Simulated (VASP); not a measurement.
# BeTe (F-43m) in VASP: further runs, part 2 of 2

VASP 6.6.1. Earlier steps stand in the parts before.

### 6 Single point, PBE

INCAR reads:

```
SYSTEM = BeTe
PREC = Accurate ; ENCUT = 520
EDIFF = 1E-6 ; ISMEAR = 0
SIGMA = 0.028999999999999998 ; LREAL = .False.
LASPH = .True. ; NELM = 80
ALGO = Normal ; ISIF = 2
LWAVE = .False. ; LCHARG = .False.
GGA = PE
```

KPOINTS reads:

```
regular mesh
0
Gamma
  8 8 8
  0 0 0
```

POSCAR reads:

```
BeTe
1.0
    0.0000000000      2.7700000000      2.7700000000
    2.7700000000      0.0000000000      2.7700000000
    2.7700000000      2.7700000000      0.0000000000
Te Be
1 1
Direct
    0.7500000000      0.7500000000      0.7500000000
    0.0000000000      0.0000000000      0.0000000000
```

Potentials or basis: VASP PAW PBE potentials, release 64 (Te, Be).

The run is started by

```sh
$ cat potpaw_PBE.64/Te/POTCAR potpaw_PBE.64/Be/POTCAR > POTCAR
$ mpirun -np 1 vasp_std > vasp.out
```

OUTCAR:

```text
SYSTEM = BeTe
   PREC = Accurate
   ENCUT = 520
   EDIFF = 1E-6
   ISMEAR = 0
   LREAL = .False.
   LASPH = .True.
   NELM = 80
   ISIF = 2
   GGA = PE

 ion  position               nearest neighbor table
   1  0.750  0.750  0.750-   2 2.40   2 2.40   2 2.40   2 2.40
   2  0.000  0.000  0.000-   1 2.40   1 2.40   1 2.40   1 2.40

  LATTYP: Found a face centered cubic cell.
 ALAT       =     5.5400000000

  Lattice vectors:

 A1 = (   0.0000000000,   2.7700000000,   2.7700000000)
 A2 = (   2.7700000000,   0.0000000000,   2.7700000000)
 A3 = (   2.7700000000,   2.7700000000,   0.0000000000)

Analysis of symmetry for initial positions (statically):
=====================================================================
 Subroutine PRICEL returns:
 Original cell was already a primitive cell.

 Routine SETGRP: Setting up the symmetry group for a
 face centered cubic supercell.

 Subroutine GETGRP returns: Found 24 space group operations
 (whereof 24 operations were pure point group operations)
 out of a pool of 48 trial point group operations.

The static configuration has the point symmetry T_d .

Analysis of symmetry for dynamics (positions and initial velocities):
=====================================================================
 Subroutine PRICEL returns:
 Original cell was already a primitive cell.

 Routine SETGRP: Setting up the symmetry group for a
 face centered cubic supercell.

 Subroutine GETGRP returns: Found 24 space group operations
 (whereof 24 operations were pure point group operations)
 out of a pool of 48 trial point group operations.

The dynamic configuration has the point symmetry T_d .

 Subroutine INISYM returns: Found 24 space group operations
 (whereof 24 operations are pure point group operations),
 and found     1 'primitive' translations

----------------------------------------------------------------------------------------

                                     Primitive cell

  volume of cell :      42.5079
[... 114 lines left out ...]
   GGA     = PE    functional components
   LHFCALC =     F    Hartree Fock is set to
   AEXX    =    0.0000 exact exchange contribution
   IVDW    =     0    specifies the selected vdW correction
   LEPSILON=     F    determine dielectric tensor
   LRPA    =     F    only Hartree local field effects (RPA)
 non-spin polarized calculation
 Gauss-broadening in eV      SIGMA  =   0.03
  energy-cutoff  :      520.00
  volume of cell :       42.51
 maximum number of plane-waves:      1162
 NGX is ok and might be reduce to    30
   NGX = 15   NGY = 15   NGZ = 15

 number of electron       8.0000000 magnetization

 Free energy of the ion-electron system (eV)
  ---------------------------------------------------
  ext. energy  EPLUGINS =         0.00000000
  ---------------------------------------------------
  free energy    TOTEN  =        -7.58477386 eV

  energy without entropy =       -7.58477386  energy(sigma->0) =       -7.58477386

 E-fermi :   5.7802     XC(G=0):  -9.2569

 val. band max:        5.6645191813   @ k =   0.0000   0.0000   0.0000
 cond. band min:       7.5118086181   @ k =   0.5000   0.5000   0.0000
 fundamental gap:      1.8472894368
 Fermi energy:         5.7801914660

 k-point     1 :       0.0000    0.0000    0.0000
  band No.  band energies     occupation
      1      -6.9704      2.00000
      2       5.6645      2.00000
      3       5.6645      2.00000
      4       5.6645      2.00000
      5       9.2287      0.00000
      6       9.2287      0.00000
      7       9.2287      0.00000
      8       9.8556      0.00000
[... 243 lines left out ...]
 k-point    24 :      -0.3750    0.2500    0.1250
  band No.  band energies     occupation
      1      -5.2331      2.00000
      2       0.2476      2.00000
      3       2.5866      2.00000
      4       3.6101      2.00000
      5       9.8499      0.00000
      6      10.1084      0.00000
      7      12.4872      0.00000
      8      13.5784      0.00000

 [... further k-points ...]

------------------------ aborting loop because EDIFF is reached ----------------------------------------

  FORCE on cell =-STRESS in cart. coord.  units (eV):
  Direction    XX          YY          ZZ          XY          YZ          ZX
  --------------------------------------------------------------------------------------
  -------------------------------------------------------------------------------------
  Total        1.1819429      1.1819429      1.1819429     -0.0000000      0.0000000      0.0000000
  in kB       44.5489825     44.5489825     44.5489825     -0.0000000      0.0000000      0.0000000
  external PRESSURE =      44.5489825 kB  Pullay stress =       0.0000000 kB

 VOLUME and BASIS-vectors are now :
 -----------------------------------------------------------------------------
  energy-cutoff  :      520.00
  volume of cell :       42.51
      direct lattice vectors                 reciprocal lattice vectors
     0.000000000  2.770000000  2.770000000    -0.180505415  0.180505415  0.180505415
     2.770000000  0.000000000  2.770000000     0.180505415 -0.180505415  0.180505415
     2.770000000  2.770000000  0.000000000     0.180505415  0.180505415 -0.180505415

 POSITION                                       TOTAL-FORCE (eV/Angst)
 -----------------------------------------------------------------------------------
      4.15500      4.15500      4.15500         0.000000     -0.000000     -0.000000
      0.00000      0.00000      0.00000        -0.000000      0.000000      0.000000
 -----------------------------------------------------------------------------------
    total drift:                               -0.000000     -0.000000     -0.000000

  FREE ENERGIE OF THE ION-ELECTRON SYSTEM (eV)
  ---------------------------------------------------
  free  energy   TOTEN  =        -7.5847738643 eV

  energy  without entropy=       -7.5847738643  energy(sigma->0) =       -7.58477386
```

OSZICAR:

```text
N       E                     dE             d eps       ncg     rms          rms(c)
DAV:   1     0.209824382649E+02    0.20982E+02   -0.35685E+03   464   0.815E+02
DAV:   2    -0.715667510304E+01   -0.28139E+02   -0.27268E+02   720   0.993E+01
DAV:   3    -0.775600324126E+01   -0.59933E+00   -0.59933E+00   560   0.198E+01
DAV:   4    -0.775989676383E+01   -0.38935E-02   -0.38935E-02   680   0.182E+00
DAV:   5    -0.775991685748E+01   -0.20094E-04   -0.20094E-04   608   0.872E-02    0.445E+00
DAV:   6    -0.762315944789E+01    0.13676E+00   -0.20032E-01   544   0.233E+00    0.265E+00
DAV:   7    -0.758408026156E+01    0.39079E-01   -0.14217E-01   616   0.204E+00    0.561E-01
DAV:   8    -0.758446764809E+01   -0.38739E-03   -0.66754E-03   496   0.589E-01    0.101E-01
DAV:   9    -0.758473544678E+01   -0.26780E-03   -0.41723E-04   640   0.160E-01    0.259E-02
DAV:  10    -0.758476904257E+01   -0.33596E-04   -0.63969E-05   528   0.487E-02    0.210E-02
DAV:  11    -0.758477133543E+01   -0.22929E-05   -0.27773E-06   672   0.118E-02    0.130E-02
DAV:  12    -0.758477381135E+01   -0.24759E-05   -0.61816E-06   504   0.190E-02    0.704E-03
DAV:  13    -0.758477386432E+01   -0.52977E-07   -0.50530E-08   320   0.167E-03
   1 F= -.75847739E+01 E0= -.75847739E+01  d E =-.118077E-10
```

Run time: 9.7 s. Hardware: 1 thread of Intel Xeon Platinum 8488C (Sapphire Rapids), shared host; peak memory 0.16 GiB.

Results:

| Property | Result |
| --- | --- |
| Free energy | -7.5848 eV |
| Pressure | 4.5 GPa |
| Band gap on the k mesh | 1.85 eV, indirect (least direct gap 3.56 eV) |

Levels at points of the mesh, in eV from the valence-band top:
| k point | band 1 | band 2 | band 3 | band 4 | band 5 | band 6 | band 7 | band 8 |
| --- | --- | --- | --- | --- | --- | --- | --- | --- |
| (0.00, 0.00, 0.00) | -12.63 | 0.00 | 0.00 | 0.00 | 3.56 | 3.56 | 3.56 | 4.19 |
| (0.50, 0.00, 0.00) | -11.16 | -5.87 | -1.22 | -1.22 | 3.21 | 4.56 | 4.56 | 7.79 |
| (0.50, 0.50, 0.00) | -10.62 | -5.39 | -2.84 | -2.84 | 1.85 | 2.59 | 10.02 | 10.02 |

Caveat: spin-orbit coupling is left out, which moves the levels of the heavy elements.

### 7 Summary

| task | level | spin | cell | k mesh | cutoff (eV) | smearing | grid for exact exchange (PRECFOCK) | exchange at q = 0 | mesh quality | gap on the mesh (eV) | pressure (GPa) |
| --- | --- | --- | --- | --- | --- | --- | --- | --- | --- | --- | --- |
| single point | PBE | off | as given | 8 × 8 × 8 | 520 | gaussian 0.02 eV | - | - | not flagged | 1.85 | 4.5 |
| single point | PBE | off | as given | 8 × 8 × 8 | 520 | gaussian 0.023 eV | - | - | not flagged | 1.85 | 4.5 |
| relaxation of cell and atoms | PBE0 | off | relaxed | 4 × 4 × 4 | 600 | fermi-dirac 0.05 eV | Normal | default | coarse | 3.37 | 0.0 |
| single point | PBE0 | SOC, no magnetisation | as given | 4 × 4 × 4 | 520 | fermi-dirac 0.05 eV | Fast | truncated | coarse | - | 3.6 |
| single point | PBE | off | as given | 8 × 8 × 8 | 520 | gaussian 0.029 eV | - | - | not flagged | 1.85 | 4.5 |

Alike in all rows: potentials or basis VASP PAW PBE potentials, release 64 (Te, Be).

Caveats: some runs use coarse meshes; spin-orbit coupling is left out, which moves the levels of the heavy elements (some runs); the PAW data sets were made with another functional, which shifts forces and pressure a little (some runs).

Total energies depend on the potentials used, so only differences within one code and one set of settings carry meaning.
